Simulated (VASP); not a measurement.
# AlP (F-43m) in VASP: settings compared

AlP is run at these levels: r2SCAN, PBE, PBEsol, LDA; tasks: single point, relaxation of cell and atoms.

All numbers are computed with VASP 6.6.1; they aren't measurements. Logs are shortened: lines on timing, memory, paths and dates and some standing lists are left out, and cuts for length are marked.

**The experiment to reproduce.**

From a printed reference work, data compilation, for a bulk crystal of AlP at 4.2 K: band gap 2.505 eV (indirect).

The runs below are set against these values where they give the same quantity.

### 1 The cell of the first run

Symmetry: F-43m, No. 216, cubic system. Conventional cell: a = 5.479 Å, b = 5.479 Å, c = 5.479 Å, α = 90.00°, β = 90.00°, γ = 90.00°. Within 3.1 Å of Al (site symmetry -43m) lie 4 P at 2.37 Å. P (site symmetry -43m) has 4 Al at 2.37 Å within 3.1 Å.

### 2 Single point, r2SCAN

Contents of POSCAR:

```
AlP
1.0
    0.0000000000      2.7392607961      2.7392607961
    2.7392607961      0.0000000000      2.7392607961
    2.7392607961      2.7392607961      0.0000000000
Al P
1 1
Direct
    0.0000000000      0.0000000000      0.0000000000
    0.2500000000      0.2500000000      0.2500000000
```

Contents of INCAR.step1:

```
  PREC = Accurate
  ENCUT = 550
  ISMEAR = 0
  SIGMA = 0.01
  LREAL = F
  LASPH = T
  NELM = 120
  NBANDS = 11
  GGA = PE
  ALGO = Normal
  EDIFF = 1E-5
  LWAVE = T
  LCHARG = F
  GGA_COMPAT = F
```

Contents of INCAR.step2:

```
  PREC = Accurate
  ENCUT = 550
  EDIFF = 1E-6
  ISMEAR = 0
  SIGMA = 0.01
  LREAL = F
  LASPH = T
  NELM = 120
  ALGO = Normal
  ISIF = 2
  LWAVE = F
  LCHARG = F
  METAGGA = R2SCAN
  LMIXTAU = T
  NBANDS = 11
  ISTART = 1
  GGA_COMPAT = F
```

Contents of KPOINTS:

```
regular mesh
0
Gamma
  8 8 8
```

Potentials or basis: VASP PAW PBE potentials, release 64 (Al, P).

The run is started by

```sh
> cat potpaw_PBE.64/Al/POTCAR potpaw_PBE.64/P/POTCAR > POTCAR
> cp INCAR.step1 INCAR
> mpirun -np 1 vasp_std > vasp.out
> cp INCAR.step2 INCAR
> mpirun -np 1 vasp_std > vasp.out
```

OUTCAR:

```text
PREC = Accurate
   ENCUT = 550
   EDIFF = 1E-6
   ISMEAR = 0
   LREAL = F
   LASPH = T
   NELM = 120
   ISIF = 2
   METAGGA = R2SCAN
   ISTART = 1

 ion  position               nearest neighbor table
   1  0.000  0.000  0.000-   2 2.37   2 2.37   2 2.37   2 2.37
   2  0.250  0.250  0.250-   1 2.37   1 2.37   1 2.37   1 2.37

  LATTYP: Found a face centered cubic cell.
 ALAT       =     5.4785215922

  Lattice vectors:

 A1 = (   0.0000000000,   2.7392607961,   2.7392607961)
 A2 = (   2.7392607961,   0.0000000000,   2.7392607961)
 A3 = (   2.7392607961,   2.7392607961,   0.0000000000)

Analysis of symmetry for initial positions (statically):
=====================================================================
 Subroutine PRICEL returns:
 Original cell was already a primitive cell.

 Routine SETGRP: Setting up the symmetry group for a
 face centered cubic supercell.

 Subroutine GETGRP returns: Found 24 space group operations
 (whereof 24 operations were pure point group operations)
 out of a pool of 48 trial point group operations.

The static configuration has the point symmetry T_d .

Analysis of symmetry for dynamics (positions and initial velocities):
=====================================================================
 Subroutine PRICEL returns:
 Original cell was already a primitive cell.

 Routine SETGRP: Setting up the symmetry group for a
 face centered cubic supercell.

 Subroutine GETGRP returns: Found 24 space group operations
 (whereof 24 operations were pure point group operations)
 out of a pool of 48 trial point group operations.

The dynamic configuration has the point symmetry T_d .

 Subroutine INISYM returns: Found 24 space group operations
 (whereof 24 operations are pure point group operations),
 and found     1 'primitive' translations

----------------------------------------------------------------------------------------

                                     Primitive cell

  volume of cell :      41.1084

  direct lattice vectors                    reciprocal lattice vectors
     0.000000000  2.739260796  2.739260796    -0.182530995  0.182530995  0.182530995
     2.739260796  0.000000000  2.739260796     0.182530995 -0.182530995  0.182530995
     2.739260796  2.739260796  0.000000000     0.182530995  0.182530995 -0.182530995

  length of vectors
     3.873899769  3.873899769  3.873899769     0.316152958  0.316152958  0.316152958

  position of ions in fractional coordinates (direct lattice)
     0.000000000  0.000000000  0.000000000
     0.250000000  0.250000000  0.250000000

  ion indices of the primitive-cell ions
   primitive index   ion index
                 1           1
                 2           2

----------------------------------------------------------------------------------------

 KPOINTS: regular mesh

Automatic generation of k-mesh.
 Grid dimensions read from file:
 generate k-points for:    8    8    8

 Generating k-lattice:

  Cartesian coordinates                     Fractional coordinates (reciprocal lattice)
    -0.022816374  0.022816374  0.022816374     0.125000000  0.000000000  0.000000000
     0.022816374 -0.022816374  0.022816374     0.000000000  0.125000000  0.000000000
     0.022816374  0.022816374 -0.022816374     0.000000000  0.000000000  0.125000000

  Length of vectors
     0.039519120  0.039519120  0.039519120

  Shift w.r.t. Gamma in fractional coordinates (k-lattice)
     0.000000000  0.000000000  0.000000000

 Subroutine IBZKPT returns following result:
 ===========================================

 Found     29 irreducible k-points:

 Following reciprocal coordinates:
            Coordinates               Weight
  0.000000  0.000000  0.000000      1.000000
  0.125000  0.000000  0.000000      8.000000
  0.250000  0.000000  0.000000      8.000000
  0.375000  0.000000  0.000000      8.000000
  0.500000  0.000000  0.000000      4.000000
  0.125000  0.125000  0.000000      6.000000
[... 16 lines left out ...]
  0.500000  0.250000  0.125000     48.000000
 -0.375000  0.250000  0.125000     24.000000
 [... further k-points ...]
   k-points           NKPTS =     29   k-points in BZ     NKDIM =     29   number of bands    NBANDS=     11
   number of dos      NEDOS =    301   number of ions     NIONS =      2
   total plane-waves  NPLWV =  27000
   dimension x,y,z NGX =    30 NGY =   30 NGZ =   30
   dimension x,y,z NGXF=    60 NGYF=   60 NGZF=   60
   ions per type =               1   1
   NGX,Y,Z   is equivalent  to a cutoff of  12.87, 12.87, 12.87 a.u.
   NGXF,Y,Z  is equivalent  to a cutoff of  25.75, 25.75, 25.75 a.u.
 SYSTEM =  unknown system
   PREC   = accura    normal or accurate (medium, high low for compatibility)
   ISTART =      1    job   : 0-new  1-cont  2-samecut
   ICHARG =      0    charge: 1-file 2-atom 10-const
   ISPIN  =      1    spin polarized calculation?
   LNONCOLLINEAR =      F non collinear calculations
   LSORBIT =      F    spin-orbit coupling
   LASPH  =      T    aspherical Exc in radial PAW
   ENCUT  =  550.0 eV  40.42 Ry    6.36 a.u.   7.41  7.41  7.41*2*pi/ulx,y,z
   NELM   =    120;   NELMIN=  2; NELMDL=  0     # of ELM steps
   EDIFF  = 0.1E-05   stopping-criterion for ELM
   LREAL  =      F    real-space projection
   EDIFFG = 0.1E-04   stopping-criterion for IOM
   NSW    =      0    number of steps for IOM
   IBRION =     -1    ionic relax: 0-MD 1-quasi-New 2-CG
   NFREE  =      0    steps in history (QN), initial steepest desc. (CG)
   ISIF   =      2    stress and relaxation
   ISYM   =      2    0-nonsym 1-usesym 2-fastsym
   POTIM  = 0.5000    time-step for ionic-motion
   TEBEG  =    0.0;   TEEND  =   0.0 temperature during run
   PSTRESS=    0.0 pullay stress
   NELECT =       8.0000    total number of electrons
   NUPDOWN=      -1.0000    fix difference up-down
   EMIN   =  10.00;   EMAX   =-10.00  energy-range for DOS
   EFERMI =   0.00;   METHOD = LEGACY
   ISMEAR =     0;   SIGMA  =   0.01  broadening in eV -4-tet -1-fermi 0-gaus
   EFERMI_NEDOS =   21; number of points for ismear=-14 and -15
   IALGO  =     38    algorithm
   IMIX   =      4    mixing-type and parameters
     AMIX     =   0.40;   BMIX     =  1.00
     AMIX_MAG =   1.60;   BMIX_MAG =  1.00
  volume/ion in A,a.u.               =      20.55       138.71
  Fermi-wavevector in a.u.,A,eV,Ry     =   0.948698  1.792780 12.245630  0.900028
  Thomas-Fermi vector in A             =   2.076911
   LORBIT       =      0    0 simple, 1 ext, 2 COOP (PROOUT), +10 PAW based schemes
   METAGGA = R2SCAN    functional components
   LHFCALC =     F    Hartree Fock is set to
   AEXX    =    0.0000 exact exchange contribution
   IVDW    =     0    specifies the selected vdW correction
   LEPSILON=     F    determine dielectric tensor
   LRPA    =     F    only Hartree local field effects (RPA)
 non-spin polarized calculation
 Gauss-broadening in eV      SIGMA  =   0.01
  energy-cutoff  :      550.00
  volume of cell :       41.11
 maximum number of plane-waves:      1243
 NGX is ok and might be reduce to    30
   NGX = 15   NGY = 15   NGZ = 15

 number of electron       7.9999999 magnetization

 Free energy of the ion-electron system (eV)
  ---------------------------------------------------
  ext. energy  EPLUGINS =         0.00000000
  ---------------------------------------------------
  free energy    TOTEN  =       -17.20950057 eV

  energy without entropy =      -17.20950057  energy(sigma->0) =      -17.20950057

 E-fermi :   4.4396     XC(G=0):  -9.5906

 val. band max:        4.3145316822   @ k =   0.0000   0.0000   0.0000
 cond. band min:       6.2431544804   @ k =   0.5000   0.5000   0.0000
 fundamental gap:      1.9286227982
 Fermi energy:         4.4395946120

 k-point     1 :       0.0000    0.0000    0.0000
  band No.  band energies     occupation
      1      -7.6151      2.00000
      2       4.3145      2.00000
      3       4.3145      2.00000
      4       4.3145      2.00000
      5       8.2241      0.00000
      6       9.2756      0.00000
      7       9.2756      0.00000
      8       9.2756      0.00000
      9      13.6134      0.00000
     10      13.6134      0.00000
     11      15.4356      0.00000

 k-point     2 :       0.1250    0.0000    0.0000
  band No.  band energies     occupation
      1      -7.4372      2.00000
      2       3.1048      2.00000
      3       4.1639      2.00000
      4       4.1639      2.00000
      5       8.5502      0.00000
      6       9.5698      0.00000
      7       9.5698      0.00000
      8       9.8958      0.00000
      9      13.1357      0.00000
     10      13.1357      0.00000
     11      16.0559      0.00000

 k-point     3 :       0.2500    0.0000    0.0000
  band No.  band energies     occupation
      1      -6.9377      2.00000
      2       1.1089      2.00000
      3       3.8618      2.00000
      4       3.8618      2.00000
      5       8.1243      0.00000
      6       9.8846      0.00000
      7       9.8846      0.00000
      8      11.8501      0.00000
      9      13.1406      0.00000
     10      13.1406      0.00000
     11      15.4352      0.00000

 k-point     4 :       0.3750    0.0000    0.0000
  band No.  band energies     occupation
      1      -6.2702      2.00000
      2      -0.5818      2.00000
      3       3.6179      2.00000
      4       3.6179      2.00000
      5       7.7394      0.00000
      6       9.6836      0.00000
      7       9.6836      0.00000
      8      13.1287      0.00000
      9      14.6073      0.00000
     10      14.6073      0.00000
     11      15.7347      0.00000
[... 239 lines left out ...]
 k-point    22 :       0.3750    0.2500    0.1250
  band No.  band energies     occupation
      1      -6.5152      2.00000
      2       0.7788      2.00000
      3       2.3954      2.00000
      4       3.3868      2.00000
      5       8.5726      0.00000
      6       9.6364      0.00000
      7      10.2115      0.00000
      8      11.6340      0.00000
      9      13.2371      0.00000
     10      15.7743      0.00000
     11      18.0568      0.00000

 k-point    23 :       0.5000    0.2500    0.1250
  band No.  band energies     occupation
      1      -5.9052      2.00000
      2      -0.3663      2.00000
      3       1.8237      2.00000
      4       2.9962      2.00000
      5       8.6772      0.00000
      6       9.5675      0.00000
      7      10.8476      0.00000
      8      11.9418      0.00000
      9      14.4242      0.00000
     10      16.4142      0.00000
     11      17.8806      0.00000

 k-point    24 :      -0.3750    0.2500    0.1250
  band No.  band energies     occupation
      1      -5.5742      2.00000
      2      -0.9394      2.00000
      3       1.6889      2.00000
      4       2.8039      2.00000
      5       8.6712      0.00000
      6       9.2965      0.00000
      7      11.7152      0.00000
      8      12.5618      0.00000
      9      13.9560      0.00000
     10      16.4996      0.00000
     11      17.8106      0.00000

 [... further k-points ...]
[... 5 lines left out ...]
  --------------------------------------------------------------------------------------
  -------------------------------------------------------------------------------------
  Total       -0.0764300     -0.0764300     -0.0764300      0.0000000      0.0000000      0.0000000
  in kB       -2.9788198     -2.9788198     -2.9788198      0.0000000      0.0000000      0.0000000
  external PRESSURE =      -2.9788198 kB  Pullay stress =       0.0000000 kB

 VOLUME and BASIS-vectors are now :
 -----------------------------------------------------------------------------
  energy-cutoff  :      550.00
  volume of cell :       41.11
      direct lattice vectors                 reciprocal lattice vectors
     0.000000000  2.739260796  2.739260796    -0.182530995  0.182530995  0.182530995
     2.739260796  0.000000000  2.739260796     0.182530995 -0.182530995  0.182530995
     2.739260796  2.739260796  0.000000000     0.182530995  0.182530995 -0.182530995

 POSITION                                       TOTAL-FORCE (eV/Angst)
 -----------------------------------------------------------------------------------
      0.00000      0.00000      0.00000         0.000000      0.000000      0.000000
      1.36963      1.36963      1.36963        -0.000000     -0.000000     -0.000000
 -----------------------------------------------------------------------------------
    total drift:                               -0.000000     -0.000000     -0.000000

  FREE ENERGIE OF THE ION-ELECTRON SYSTEM (eV)
  ---------------------------------------------------
  free  energy   TOTEN  =       -17.2095005707 eV

  energy  without entropy=      -17.2095005707  energy(sigma->0) =      -17.20950057
```

Run time: 49 s. Hardware: 1 thread of Intel Xeon 6975P-C, shared host; peak memory 0.17 GiB.

Results:

| Property | Result |
| --- | --- |
| Free energy | -17.2095 eV |
| Pressure | -0.3 GPa |
| Band gap on the k mesh | 1.93 eV, indirect (least direct gap 3.91 eV) |

Caveat: the PAW data sets were made with another functional, which shifts forces and pressure a little.

[end of part 1 of 2]
